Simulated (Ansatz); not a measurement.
A (110) slab of HfSi₂ (Cmcm (No. 63)), 24 planes, outer planes Si (top) and Si (bottom), with 24 atoms (Hf8Si16) in a surface cell of A = 26.911 Å², as cut from the bulk:

```
CELL_PARAMETERS angstrom
3.63610 0.00000 0.00000
0.00000 7.40104 0.00000
0.00000 0.00000 28.46082
ATOMIC_POSITIONS crystal
Si 0.25000 0.83554 0.26352
Si 0.75000 0.04285 0.27724
Si 0.25000 0.40838 0.30142
Hf 0.75000 0.68173 0.31951
Hf 0.25000 0.07505 0.34553
Si 0.75000 0.34840 0.36362
Si 0.25000 0.71393 0.38781
Si 0.75000 0.92124 0.40152
Si 0.25000 0.28677 0.42571
Hf 0.75000 0.56012 0.44380
Hf 0.25000 0.95344 0.46982
Si 0.75000 0.22679 0.48791
Si 0.25000 0.59232 0.51209
Si 0.75000 0.79963 0.52581
Si 0.25000 0.16516 0.55000
Hf 0.75000 0.43851 0.56808
Hf 0.25000 0.83183 0.59411
Si 0.75000 0.10518 0.61219
Si 0.25000 0.47071 0.63638
Si 0.75000 0.67802 0.65010
Si 0.25000 0.04355 0.67428
Hf 0.75000 0.31690 0.69237
Hf 0.25000 0.71022 0.71839
Si 0.75000 0.98357 0.73648
```

The calculation used Ansatz, DFT PBEsol, scalar-relativistic, plane waves, PAW. Cutoff 420 eV; k points 10×5×1 on the computed 24-atom cell (Γ-centred); Gaussian smearing, width 0.10 eV; no spin polarisation. A dipole correction removes the field between periodic images along c.

Against the same 24 atoms in the bulk, the slab as cut lies 7.446 eV higher and the relaxed slab 7.025 eV higher.

**Question.** Work out the surface energy before and after relaxation.

**Answer.** The slab has two faces, so γ = (E_slab − N·E_bulk)/(2A), the mean of both. As cut: 7.446/(2 × 26.911) = 0.1383 eV/Å², and 1 eV/Å² = 16.02 J/m², so γ = 2.22 J/m². Relaxed: 7.025/(2 × 26.911) = 0.1305 eV/Å² = 2.09 J/m². Relaxation recovers 6 % of the cost of cutting.

**Question.** What is the ideal work of this cut, per area?

**Answer.** Griffith's ideal work is 2γ: 4.43 J/m² if the new faces stay rigid, 4.18 J/m² if they relax. Other cuts parallel to this plane can cost less. One thickness was run, 24 planes, so γ can still shift with it.